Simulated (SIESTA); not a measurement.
# PbO2 (P4_2/mnm) in SIESTA: reference runs, part 2 of 2

SIESTA 5.4.2. Earlier steps stand in the parts before.

### Step 3. Single point, PBEsol (atoms moved at random, drawn with an rms of 0.05 Å)

File PbO2.fdf:

```
SystemName                      PbO2
SystemLabel                     PbO2
NumberOfSpecies                 2
NumberOfAtoms                   6
%block ChemicalSpeciesLabel
  1  82 Pb
  2   8 O
%endblock ChemicalSpeciesLabel

LatticeConstant                 1.0 Ang
%block LatticeVectors
     4.9949598700     0.0000000000     0.0000000000
     0.0000000000     4.9949598700     0.0000000000
     0.0000000000     0.0000000000     3.4090009600
%endblock LatticeVectors
AtomicCoordinatesFormat         Fractional
%block AtomicCoordinatesAndAtomicSpecies
     0.5027480000     0.5015570000     0.5175990000  1  Pb
    -0.0010710000     0.0065690000     0.0078740000  1  Pb
     0.6951090000     0.7037620000    -0.0047390000  2  O
     0.8041680000     0.1932850000     0.4959100000  2  O
     0.1880680000     0.8170620000     0.5032200000  2  O
     0.3005450000     0.3040730000     0.0142240000  2  O
%endblock AtomicCoordinatesAndAtomicSpecies

%block kgrid.MonkhorstPack
    6   0   0  0.0
    0   6   0  0.0
    0   0   8  0.0
%endblock kgrid.MonkhorstPack
XC.Functional                   GGA
XC.Authors                      PBEsol
PAO.BasisSize                   DZP
PAO.EnergyShift                 0.003 Ry
Mesh.Cutoff                     800 Ry
OccupationFunction              FD
ElectronicTemperature           0.05 eV
MaxSCFIterations                120
SCF.MustConverge                false
SCF.Mixer.Method                Pulay
SCF.Mixer.Weight                0.25
SCF.Mixer.History               8
SCF.DM.Tolerance                5.0e-05
SCF.H.Tolerance                 1.0e-03 eV
WriteForces                     true
Charge.Mulliken                 end
%block PAO.Basis
  Pb 4
  n=6 0 2
    6.155 0.000
  n=6 1 2
    8.826 0.000
  n=5 2 2
    4.164 0.000
  n=6 2 1
    8.826
%endblock PAO.Basis
```

Potentials or basis: PseudoDojo 0.4 standard (PBEsol files), DZP (energy shift 0.003 Ry; two zetas on semicore shells).

Started as:

```sh
$ siesta PbO2.fdf > PbO2.out 2>&1
```

PbO2.out:

```text
Version         : 5.4.2

[... 6 lines left out ...]
 NOTE: Please see the manual for full details and compatibility measures.

reinit: Reading from file PbO2.fdf

reinit: -----------------------------------------------------------------------
reinit: System Name: PbO2
reinit: -----------------------------------------------------------------------
reinit: System Label: PbO2
reinit: -----------------------------------------------------------------------

initatom: Reading input for the pseudopotentials and atomic orbitals ----------
Species number:   1 Atomic number:   82 Label: Pb
Species number:   2 Atomic number:    8 Label: O

Ground state valence configuration (from tables):   6s02  6p02  6d00  5f00
Ground state valence configuration (from tables):   2s02  2p04  3d00  4f00

---- Processing specs for species: Pb
Reading pseudopotential information in PSML from:
  Pb.psml
PSML file version: 1.1
Using libxc ids:  116 133
GGA--PBEsol XC_GGA_X_PBE_SOL--XC_GGA_C_PBE_SOL ps
Semicore shell(s) with 10 electrons included in the valence for Pb

---- Processing specs for species: O
Reading pseudopotential information in PSML from:
  O.psml
PSML file version: 1.1
Using libxc ids:  116 133
GGA--PBEsol XC_GGA_X_PBE_SOL--XC_GGA_C_PBE_SOL ps

---- Pseudopotential check for Pb

Pseudized shells:
6s( 2.00) rc: 2.40
6p( 2.00) rc: 2.40
5d(10.00) rc: 2.10
Valence configuration for ps generation: 5d:6s:6p: Total charge:  14.000000
Semicore shell(s): 5d

---- Pseudopotential check for O
[... 605 lines left out ...]
siesta:      4   -0.188514    0.196883    0.431883
siesta:      5    0.500006   -0.563715    0.193084
siesta:      6    0.787132    0.852605   -0.002708
siesta: ----------------------------------------
siesta:    Tot   -0.000422   -0.001567    0.000007

siesta: Stress tensor (static) (eV/Ang**3):
siesta:    -0.035645   -0.005561   -0.001910
siesta:    -0.005561   -0.035115   -0.005818
siesta:    -0.001910   -0.005818   -0.052715

siesta: Cell volume =         85.053293 Ang**3

siesta: Pressure (static):
siesta:                Solid            Molecule  Units
siesta:           0.00044827          0.00062778  Ry/Bohr**3
siesta:           0.04115839          0.05764022  eV/Ang**3
siesta:          65.94301654         92.34980855  kBar

Basis Enthalpy Calculation:
    Basis Pressure for species 1(Pb) :      0.2000000 GPa
    Basis Pressure for species 2(O) :      0.2000000 GPa

    Orbital volume contribution        =           4.208972 eV
    (Free)E + p_basis*V_orbitals       =       -5608.335824 eV
    (Free)Eharris+ p_basis*V_orbitals  =       -5608.335824 eV

mulliken: Atomic and Orbital Populations:

Species: Pb
Atom  Qatom  Qorb
               6s      6s      6py     6pz     6px     6py     6pz     6px
               5dxy    5dyz    5dz2    5dxz    5dx2-y2 5dxy    5dyz    5dz2
               5dxz    5dx2-y2 6dxy    6dyz    6dz2    6dxz    6dx2-y2
   1 12.572   1.011   0.193   0.544   0.255   0.548  -0.122   0.146  -0.127
              1.943   1.941   1.941   1.941   1.933   0.066   0.067   0.058

              0.067   0.076   0.013  -0.002   0.020  -0.001   0.059
   2 12.499   0.919   0.218   0.563   0.253   0.561  -0.138   0.149  -0.135
              1.950   1.945   1.945   1.946   1.937   0.060   0.064   0.054

              0.064   0.073   0.009  -0.004   0.014  -0.005   0.056

Species: O
Atom  Qatom  Qorb
               2s      2s      2py     2pz     2px     2py     2pz     2px
               3Pdxy   3Pdyz   3Pdz2   3Pdxz   3Pdx2-y2
   3  6.728   1.966  -0.095   1.857   1.721   1.867  -0.212  -0.186  -0.215
              0.005   0.006   0.005   0.006   0.004
   4  6.742   1.969  -0.100   1.877   1.729   1.875  -0.224  -0.187  -0.222
              0.005   0.006   0.005   0.006   0.004
   5  6.729   1.964  -0.094   1.879   1.700   1.881  -0.227  -0.172  -0.229
              0.005   0.006   0.005   0.006   0.004
   6  6.729   1.966  -0.095   1.862   1.733   1.854  -0.213  -0.193  -0.210
              0.005   0.006   0.005   0.006   0.004

mulliken: Qtot =       52.000

Mulliken Atomic Populations:
Atom #   charge [q] valence [e]  Species
     1     1.427742   12.572258  Pb
     2     1.500704   12.499296  Pb
     3    -0.728391    6.728391  O
     4    -0.741922    6.741922  O
     5    -0.728887    6.728887  O
     6    -0.729246    6.729246  O
 Total     0.000000

Job completed
```

Run time: 2.9 min. Hardware: 1 thread of AMD EPYC 7R43 (Zen 3), shared host; peak memory 0.58 GiB.

What came out:

| Item | Value |
| --- | --- |
| Free energy | -5612.5448 eV |
| Pressure | 6.6 GPa |
| Largest force | 1.160 eV/Å |
| Band gap on the k mesh | none (metal or under the smearing width) |

Forces in eV/Å, atoms in the order of the input:
```
Pb  -0.519  0.308 -0.668
Pb  -0.071 -0.272 -0.552
O   -0.508 -0.523  0.597
O   -0.189  0.197  0.432
O    0.500 -0.564  0.193
O    0.787  0.853 -0.003
```

Caveat: the basis of atomic orbitals isn't converged, which shifts pressures, moduli and gaps. Spin-orbit coupling is left out, which matters for the levels of Pb.
